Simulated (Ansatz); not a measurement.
# Si (Fd-3m) in Ansatz: notebook

Aim: see how the results for Si move with the level of theory and the settings. Levels: LDA, PBE. Tasks: single point.

Program: Ansatz 0.2.0. These are calculated values, not measurements. Logs are shortened: lines on timing, memory, paths and dates and some standing lists are left out, and cuts for length are marked.

## (1) The structure

The structure is cubic, space group Fd-3m (No. 227). The conventional cell has a = 5.444 Å, b = 5.444 Å, c = 5.444 Å, α = 90.00°, β = 90.00°, γ = 90.00°. Si (site symmetry -43m) is surrounded by 4 Si at 2.36 Å.

## (2) Single point, LDA (cell strained at random at fixed volume)

The input, input.yaml:

```yaml
crystal:
  lattice:
    - [-0.057353, 2.724962, 2.664397]
    - [2.685267, -0.076102, 2.683147]
    - [2.664614, 2.723059, -0.055449]
  atoms:
    - { symbol: Si, position: [0.5, 0.5, 0.5] }
    - { symbol: Si, position: [0.75, 0.75, 0.75] }
kpoints:
  mp_grid: { grid: [8, 8, 8] }
scf:
  occupations: { method: gaussian, width: 0.01 }
hamiltonian:
  xc: lda
  pseudopotentials: { kind: all_electron, lapw: { basis_error: 0.001 } }
output:
  forces: true
  stress: true
  eigenvalues: true
```

Potentials or basis: all-electron LAPW, scalar-relativistic.

Started as:

```
$ ansatz run input.yaml --threads 1 --pin off --max-ram 3072MiB --backend cpu --events-out ev --progress --plain --runs-dir out
```

The log of the run:

```text
Warning: RAYON_NUM_THREADS=1 ignored (pool sized by the plan → 1); use --threads N
LAPW: plane waves up to 7.850 Å⁻¹, error target 1.0e-3 eV per atom; small_component_spin mean_spin; Si in spheres of 1.152 Å, 12 of its electrons in bands, Dirac shells [] (how accurate: hamiltonian.pseudopotentials.lapw.basis_error, Limitations)
Engine: ansatz 0.2.0, x86_64-unknown-linux-gnu
Pseudopotentials: kind: all_electron
Pseudopotential: Si, LAPW, valence charge 12, lapw/all_electron/scalar/gaussian/Si, Koelling and Harmon's equation, gaussian nucleus
Functional definition: SPW92
  exchange = slater_x
  correlation = pw_c
Crystal: 2 atoms, lattice volume = 40.330 Å³
Basis set: ecut = 234.7551372015866 eV, 331 PW (Γ), exchange–correlation at level 2
Bands: 16, of which v1, the nominal top of the filled ones, is band 12 counted from 1 (11 counted from 0)
Symmetry: 2 space group operations
Space group: P-1 (ITA 2), of the structure as read, at distance tolerance 3.4e-5 Å
k-points: 260 of 512
Non-local potential: Si, projectors of the file, none
Initial density: superposition of atomic densities (chi_scale 0.1, normalization cell)
Initial wavefunctions: plane waves of lowest kinetic energy (no species holds an atomic orbital)
Functional: x = slater, c = lda
iter 1 solved again at ethr=3.23e-3 eV; its pass at ethr=1.00e-1 eV (dr2=7.75e-1 eV) is discarded
SCF iter   1: F=—  HF=-15730.569192 eV  |F-HF|=—  |Δ(HF+E_count)|=         —  Δρ=4.27e-2  dr2=7.78e-1  ethr=3.23e-3  ⟨swp⟩=2.0  Hψ=29515  notcnv=0
preconditioner: auto → none  [insulator: Δε(μ)=0.781 eV  Ē_g=9.514 eV  σ=0.010 eV  W_gap=1.00  n_scr=14 (ndim 8)  ℏωp=16.5 eV  f_vac=0.000  D(μ)=0.00/eV (n_scr^D=0)  ε∞_Penn≈4.0]
SCF iter   2: F=—  HF=-15730.361173 eV  |F-HF|=—  |Δ(HF+E_count)|=   2.08e-1  Δρ=1.74e-2  dr2=1.08e-1  ethr=3.23e-3  ⟨swp⟩=2.0  Hψ=11522  notcnv=0
iter 3 solved again at ethr=1.75e-6 eV; its pass at ethr=4.48e-4 eV (dr2=4.19e-4 eV) is discarded
SCF iter   3: F=—  HF=-15730.330966 eV  |F-HF|=—  |Δ(HF+E_count)|=   3.02e-2  Δρ=1.43e-3  dr2=4.16e-4  ethr=1.75e-6  ⟨swp⟩=3.0  Hψ=22025  notcnv=0
SCF iter   4: F=—  HF=-15730.330819 eV  |F-HF|=—  |Δ(HF+E_count)|=         —  Δρ=1.39e-4  dr2=5.30e-6  ethr=1.74e-6  ⟨swp⟩=2.0  Hψ=10500  notcnv=0
the basis was enlarged: its passes take 102.7 KiB over the memory plan, 1 of 1 planned eigensolver slots
SCF iter   5: F=-15730.330817 eV  HF=-15730.330817 eV  |F-HF|=5.38e-9  |Δ(HF+E_count)|=   1.69e-6  Δρ=1.41e-5  dr2=8.26e-8  ethr=2.21e-8  ⟨swp⟩=2.4  Hψ=10607  notcnv=0
SCF 1 converged in 5 iterations: F = -15730.330817 eV  dr2 = 8.26e-8
SCF converged after 5 iterations
Free energy (F): -15730.330817 eV
Harris-Foulkes:  -15730.330817 eV  (|F-HF|=5.38e-9)
Internal energy: -15730.330817 eV  (E = F + TS)
E sigma→0 (E₀):  -15730.330817 eV
Fermi energy:    7.440070 eV
--- Per-component energies (eV) ---
  E_band       = -1475.635255
  E_kinetic    = 15757.864233
  E_xc         = -1079.849176
  E_electrostatic = -30408.345874  (all electrons and nuclei)
  E_smearing   = -0.000000  (= −TS)
  E_closure    = 0.000000  (closes the sum)
  E_atoms      = -15718.460798  (free atoms, spherical and without spin; not in F)
  Σ components = -15730.330817   (vs F -15730.330817, Δ=0.00e0)
  Basis errors (estimates in eV, not in F): energy 4.5e-4 per atom: plane waves 4.2e-4 (2.5e-4 summed), levels above the bands 0.0e0, relativity 2.8e-9, radial functions 3.0e-5, core shells 1.4e-12; eigenvalues (radial functions only) 5.2e-7; not estimated: angular momenta, meshes, grids; target (lapw.basis_error) 1.0e-3; muffin-tin radii Si 1.152 Å
--- Forces (eV/Å), atoms counted from 1 ---
  atom   1  Si    -0.26387580    -0.15895680    -0.27557512
  atom   2  Si     0.26387580     0.15895680     0.27557512
  max |Σ_I F_I| component: 0.00e0 eV/Å
--- Stress (GPa, compression-positive) ---
       -1.326575       2.871437       1.509393
        2.871437      -3.440172       2.741387
        1.509393       2.741387      -1.259440
  P = ⅓ Tr σ = -2.0087 GPa (-20.087 kbar)
--- Band table (eV; the first three rows and the last of 260) ---
  k-point 0: bands = ["-125.6778", "-125.6698", "-82.5238", "-82.5233", "-82.5195", "-82.5095", "-82.5081", "-82.4983", "-4.7142", "7.1004", "7.2448", "7.2685", "9.4568", "9.5961", "9.8410", "10.6126"]
  k-point 1: bands = ["-125.6776", "-125.6701", "-82.5239", "-82.5231", "-82.5197", "-82.5093", "-82.5080", "-82.4984", "-4.5136", "5.5593", "6.8621", "6.9943", "9.5250", "9.9223", "10.4765", "11.7290"]
  k-point 2: bands = ["-125.6770", "-125.6706", "-82.5243", "-82.5227", "-82.5203", "-82.5088", "-82.5079", "-82.4984", "-3.9289", "3.2441", "6.3929", "6.5516", "9.1144", "10.4254", "10.9552", "13.8265"]
  k-point 259: bands = ["-125.6751", "-125.6726", "-82.5251", "-82.5249", "-82.5189", "-82.5071", "-82.5064", "-82.5000", "-2.1560", "0.1813", "5.7545", "5.9527", "8.2590", "10.2787", "10.5393", "14.5035"]
```

It took 20 s on 1 thread of Intel Xeon at 2.70GHz, shared host; peak memory 0.48 GiB.

Results:

| Property | Result |
| --- | --- |
| Free energy | -15730.3308 eV |
| Pressure | -2.0 GPa |
| Largest force | 0.413 eV/Å |
| Band gap on the k mesh | 0.34 eV, indirect (least direct gap 2.19 eV) |

Forces in eV/Å, atoms in the order of the input:
```
Si  -0.264 -0.159 -0.276
Si   0.264  0.159  0.276
```

## (3) Single point, LDA (cell strained at random at fixed volume)

The input, input.yaml:

```yaml
crystal:
  lattice:
    - [0.018292, 2.593868, 2.709828]
    - [2.830138, -0.078524, 2.806644]
    - [2.743287, 2.603834, 0.008326]
  atoms:
    - { symbol: Si, position: [0.5, 0.5, 0.5] }
    - { symbol: Si, position: [0.75, 0.75, 0.75] }
kpoints:
  mp_grid: { grid: [8, 8, 8] }
scf:
  occupations: { method: fermi_dirac, width: 0.05 }
hamiltonian:
  xc: lda
  pseudopotentials: { kind: all_electron, lapw: { basis_error: 0.001 } }
output:
  forces: true
  stress: true
  eigenvalues: true
```

Potentials or basis: all-electron LAPW, scalar-relativistic.

Started as:

```
$ ansatz run input.yaml --threads 1 --pin off --max-ram 3072MiB --backend cpu --events-out ev --progress --plain --runs-dir out
```

The log of the run:

```text
Warning: RAYON_NUM_THREADS=1 ignored (pool sized by the plan → 1); use --threads N
LAPW: plane waves up to 7.749 Å⁻¹, error target 1.0e-3 eV per atom; small_component_spin mean_spin; Si in spheres of 1.161 Å, 12 of its electrons in bands, Dirac shells [] (how accurate: hamiltonian.pseudopotentials.lapw.basis_error, Limitations)
[... 6 set-up lines as earlier in the session ...]
Crystal: 2 atoms, lattice volume = 40.330 Å³
Basis set: ecut = 228.75556890762905 eV, 323 PW (Γ), exchange–correlation at level 2
Bands: 16, of which v1, the nominal top of the filled ones, is band 12 counted from 1 (11 counted from 0)
[... 2 set-up lines as earlier in the session ...]
k-points: 260 of 512
[... 4 set-up lines as earlier in the session ...]
iter 1 solved again at ethr=3.25e-3 eV; its pass at ethr=1.00e-1 eV (dr2=7.80e-1 eV) is discarded
SCF iter   1: F=—  HF=-15730.543568 eV  |F-HF|=—  |Δ(HF+E_count)|=         —  Δρ=4.26e-2  dr2=7.83e-1  ethr=3.25e-3  ⟨swp⟩=2.0  Hψ=29577  notcnv=0
preconditioner: auto → none  [insulator: Δε(μ)=0.428 eV  Ē_g=9.505 eV  σ=0.050 eV  W_gap=0.97  n_scr=14 (ndim 8)  ℏωp=16.5 eV  f_vac=0.000  D(μ)=0.00/eV (n_scr^D=0)  ε∞_Penn≈4.0]
SCF iter   2: F=—  HF=-15730.332707 eV  |F-HF|=—  |Δ(HF+E_count)|=   2.11e-1  Δρ=1.72e-2  dr2=1.06e-1  ethr=3.25e-3  ⟨swp⟩=2.1  Hψ=11683  notcnv=0
iter 3 solved again at ethr=1.82e-6 eV; its pass at ethr=4.42e-4 eV (dr2=4.37e-4 eV) is discarded
SCF iter   3: F=—  HF=-15730.302936 eV  |F-HF|=—  |Δ(HF+E_count)|=   2.98e-2  Δρ=1.46e-3  dr2=4.33e-4  ethr=1.82e-6  ⟨swp⟩=3.0  Hψ=21007  notcnv=0
SCF iter   4: F=—  HF=-15730.302787 eV  |F-HF|=—  |Δ(HF+E_count)|=         —  Δρ=1.51e-4  dr2=6.30e-6  ethr=1.80e-6  ⟨swp⟩=2.0  Hψ=10638  notcnv=0
the basis was enlarged: its passes take 95.0 KiB over the memory plan, 1 of 1 planned eigensolver slots
SCF iter   5: F=-15730.302786 eV  HF=-15730.302786 eV  |F-HF|=6.45e-9  |Δ(HF+E_count)|=   1.16e-6  Δρ=1.47e-5  dr2=8.84e-8  ethr=2.62e-8  ⟨swp⟩=2.7  Hψ=10829  notcnv=0
SCF 1 converged in 5 iterations: F = -15730.302786 eV  dr2 = 8.84e-8
SCF converged after 5 iterations
Free energy (F): -15730.302786 eV
Harris-Foulkes:  -15730.302786 eV  (|F-HF|=6.45e-9)
Internal energy: -15730.302246 eV  (E = F + TS)
E sigma→0 (E₀):  -15730.302516 eV
Entropy (-TS):   -0.000539 eV (-0.270 meV/atom)
Fermi energy:    7.372888 eV
--- Per-component energies (eV) ---
  E_band       = -1475.690609
  E_kinetic    = 15757.861200
  E_xc         = -1079.833816
  E_electrostatic = -30408.329631  (all electrons and nuclei)
  E_smearing   = -0.000539  (= −TS)
  E_closure    = 0.000000  (closes the sum)
  E_atoms      = -15718.460798  (free atoms, spherical and without spin; not in F)
  Σ components = -15730.302786   (vs F -15730.302786, Δ=0.00e0)
  Basis errors (estimates in eV, not in F): energy 4.6e-4 per atom: plane waves 4.3e-4 (2.5e-4 summed), levels above the bands 1.8e-52, relativity 2.6e-9, radial functions 3.6e-5, core shells 2.3e-12; eigenvalues (radial functions only) 6.0e-7; not estimated: angular momenta, meshes, grids; target (lapw.basis_error) 1.0e-3; muffin-tin radii Si 1.161 Å
--- Forces (eV/Å), atoms counted from 1 ---
  atom   1  Si    -0.24455290     0.31997403    -0.16590386
  atom   2  Si     0.24455290    -0.31997403     0.16590386
  max |Σ_I F_I| component: 0.00e0 eV/Å
--- Stress (GPa, compression-positive) ---
       -3.784858       2.233873      -3.468580
        2.233873       0.684918       3.045734
       -3.468580       3.045734      -2.828258
  P = ⅓ Tr σ = -1.9761 GPa (-19.761 kbar)
--- Band table (eV; the first three rows and the last of 260) ---
  k-point 0: bands = ["-125.6826", "-125.6746", "-82.5319", "-82.5258", "-82.5233", "-82.5194", "-82.5082", "-82.5028", "-4.7163", "7.0516", "7.1405", "7.4260", "9.0360", "9.8886", "10.0729", "10.5296"]
  k-point 1: bands = ["-125.6824", "-125.6748", "-82.5319", "-82.5260", "-82.5243", "-82.5181", "-82.5080", "-82.5031", "-4.5079", "5.6406", "6.7252", "7.0588", "9.2129", "10.0812", "10.4598", "11.8397"]
  k-point 2: bands = ["-125.6817", "-125.6755", "-82.5319", "-82.5266", "-82.5256", "-82.5156", "-82.5077", "-82.5040", "-3.8985", "3.3199", "6.2159", "6.5786", "8.8648", "10.3917", "11.0652", "13.7447"]
  k-point 259: bands = ["-125.6805", "-125.6767", "-82.5332", "-82.5250", "-82.5246", "-82.5172", "-82.5099", "-82.5015", "-2.3208", "0.2396", "5.7355", "6.2299", "8.5019", "10.3788", "10.5808", "14.6510"]
```

It took 30 s on 1 thread of Intel Xeon at 2.70GHz, shared host; peak memory 0.47 GiB.

Results:

```yaml
Free_energy: -15730.3028 eV
Pressure: -2.0 GPa
Largest_force: 0.436 eV/Å
Band_gap_on_the_k_mesh: none (metal or under the smearing width)
```

Forces on the atoms (eV/Å):
```
Si  -0.245  0.320 -0.166
Si   0.245 -0.320  0.166
```

Stress tensor (GPa, compression positive):
```
-3.78  2.23 -3.47
 2.23  0.68  3.05
-3.47  3.05 -2.83
```

Levels at points of the mesh, in eV from the Fermi level:
| k point | band 9 | band 10 | band 11 | band 12 | band 13 | band 14 | band 15 | band 16 |
| --- | --- | --- | --- | --- | --- | --- | --- | --- |
| (0.00, 0.00, 0.00) | -12.09 | -0.32 | -0.23 | 0.05 | 1.66 | 2.52 | 2.70 | 3.16 |
| (0.00, 0.00, -0.50) | -9.67 | -7.16 | -1.62 | -1.23 | 0.94 | 2.75 | 3.63 | 7.31 |
| (0.00, -0.50, 0.00) | -10.07 | -7.05 | -1.36 | -0.90 | 1.60 | 3.16 | 3.50 | 7.66 |
| (0.00, -0.50, -0.50) | -8.21 | -7.96 | -3.00 | -2.66 | 0.44 | 0.81 | 9.39 | 9.43 |
| (-0.50, 0.00, 0.00) | -9.62 | -7.17 | -1.65 | -1.27 | 0.92 | 2.73 | 3.55 | 7.25 |
| (-0.50, 0.00, -0.50) | -7.95 | -7.62 | -3.40 | -3.05 | 0.03 | 0.41 | 9.51 | 9.68 |
| (-0.50, -0.50, 0.00) | -8.13 | -7.94 | -3.02 | -2.78 | 0.42 | 0.70 | 9.30 | 9.31 |
| (-0.50, -0.50, -0.50) | -9.69 | -7.13 | -1.64 | -1.14 | 1.13 | 3.01 | 3.21 | 7.28 |

## (4) Single point, PBE

The input, input.yaml:

```yaml
crystal:
  lattice:
    - [0.0, 2.7218511865, 2.7218511865]
    - [2.7218511865, 0.0, 2.7218511865]
    - [2.7218511865, 2.7218511865, 0.0]
  atoms:
    - { symbol: Si, position: [0.5, 0.5, 0.5] }
    - { symbol: Si, position: [0.75, 0.75, 0.75] }
kpoints:
  mp_grid: { grid: [6, 6, 6] }
scf:
  occupations: { method: fermi_dirac, width: 0.03 }
hamiltonian:
  xc: pbe
  pseudopotentials: { kind: all_electron, lapw: { basis_error: 0.002 } }
output:
  forces: true
  stress: true
  eigenvalues: true
```

Started as:

```
$ ansatz run input.yaml --threads 1 --pin off --max-ram 3072MiB --backend cpu --events-out ev --progress --plain --runs-dir out
```

It took 1.2 s on 1 thread of Arm Neoverse V2, shared host; peak memory 0.2 GiB.

It converged, with:

```
Free energy            : -15784.5104 eV
Pressure               : 1.4 GPa
Band gap on the k mesh : 0.72 eV, indirect (least direct gap 2.56 eV)
```

Levels at points of the mesh, in eV from the valence-band top:
```tsv
k point	band 9	band 10	band 11	band 12	band 13	band 14	band 15	band 16
(0.00, 0.00, 0.00)	-11.91	0.00	0.00	0.00	2.56	2.56	2.56	3.28
(0.00, 0.00, -0.50)	-9.60	-6.94	-1.19	-1.19	1.51	3.34	3.34	7.72
(0.00, -0.50, -0.50)	-7.80	-7.80	-2.83	-2.83	0.72	0.72	10.04	10.04
```

A k mesh can miss the band edges. Expect the measured gap to be larger: semilocal functionals such as PBE lack the derivative discontinuity.

## (5) The runs side by side

```tsv
level	cell	k mesh	cutoff (eV)	smearing	basis error allowed	gap on the mesh (eV)	pressure (GPa)	largest force (eV/Å)
LDA	cell strained at random at fixed volume	8 × 8 × 8	235	gaussian 0.01 eV	0.001 eV/atom	0.34	-2.0	0.41
LDA	cell strained at random at fixed volume	8 × 8 × 8	229	fermi-dirac 0.05 eV	0.001 eV/atom	none	-2.0	0.44
PBE	as given	6 × 6 × 6	195	fermi-dirac 0.03 eV	0.002 eV/atom	0.72	1.4	-
```

Alike in all rows: task single point; potentials or basis all-electron LAPW, scalar-relativistic; no spin polarisation.

Compare energies only between runs with the same functional and basis.
